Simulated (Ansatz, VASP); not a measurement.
**Two plane-wave programs on GaP**

```
CELL_PARAMETERS angstrom
0.00000 2.69680 2.69680
2.69680 0.00000 2.69680
2.69680 2.69680 0.00000
ATOMIC_POSITIONS crystal
Ga 0.00000 0.00000 0.00000
P 0.25000 0.25000 0.25000
```

Alike in both runs: task single point; functional PBE; k mesh 6 × 6 × 6; no spin polarisation.

|  | VASP | Ansatz |
| --- | --- | --- |
| version | VASP 6.6.1 | Ansatz 0.2.0 |
| potentials or method | VASP PAW PBE potentials, release 64 (Ga_d, P) | plane waves, PAW |
| plane-wave cutoff (eV) | 520 | 420 |
| occupations | gaussian, width 0.01 eV | fixed |
| valence electrons in the cell | 18 | 18 |

```csv
,VASP,Ansatz,Ansatz less VASP
gap on the k mesh at the Fermi level (eV),1.58,1.58,0.000
pressure (GPa),5.4,5.5,+0.10
```

A k mesh can miss the band edges. PBE gaps usually lie below the measured ones, often by a third to a half.
